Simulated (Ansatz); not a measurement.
## Relaxing Fe

Level of theory: DFT r2SCAN, scalar-relativistic, plane waves, PAW (Ansatz). Cutoff 500 eV, Γ-centred k mesh, Gaussian smearing, collinear spin, first started from parallel moments.

Fe was placed on the beta-tungsten (A15) structure type (Pm-3n, No. 223), at a guessed volume.

```xyz
8
Lattice="4.5651 0.0000 0.0000 0.0000 4.5651 0.0000 0.0000 0.0000 4.5651" Properties=species:S:1:pos:R:3 pbc="T T T"
Fe    2.2826    2.2826    2.2826
Fe    0.0000    0.0000    0.0000
Fe    1.1413    0.0000    2.2826
Fe    2.2826    1.1413    0.0000
Fe    2.2826    3.4239    0.0000
Fe    3.4239    0.0000    2.2826
Fe    0.0000    2.2826    3.4239
Fe    0.0000    2.2826    1.1413
```

Cell and atoms relax at zero pressure; the relaxation can't lower the symmetry of the start.

Energies count from the standard state of Fe at the same level.

(1) Describe the relaxed structure.

(2) What are its volume, energy, gap and moment?

Results:

(1) It keeps Pm-3n (No. 223). The result has the beta-tungsten (A15) structure. Conventional cell: a = 4.578 Å. Fe on Wyckoff site a (2 atoms of the primitive cell) has 12 Fe at 2.56 Å; Fe on Wyckoff site c (6 atoms of the primitive cell) is coordinated by 2 Fe at 2.29 Å, 4 Fe at 2.56 Å and 8 Fe at 2.80 Å.

Space group Pm-3n (No. 223). a = 4.578 Å, b = 4.578 Å, c = 4.578 Å, α = 90.00°, β = 90.00°, γ = 90.00°
```json
{"atom": "Fe", "site": "2a", "symmetry": "m-3.", "x": "0.5000", "y": "0.5000", "z": "0.5000"}
{"atom": "Fe", "site": "6c", "symmetry": "-4m.2", "x": "0.2500", "y": "0.0000", "z": "0.5000"}
```

(2) The volume per atom is 11.99 Å³, the density is 7.73 g/cm³ and the energy over the standard structure is 0.08 eV/atom. The gap on the 8×8×8 mesh is 0 eV (a metal). The net moment per atom is 2.68 μB and the largest site moment is 2.86 μB.

The final run used a 8×8×8 mesh on its 8-atom cell and 0.10 eV smearing. For metals, differences of a few meV/atom aren't resolved. The magnetic state reached may not be the lowest. Symmetry constrained the relaxation, so the result can be a saddle point.

This form isn't the element's structure at ambient conditions.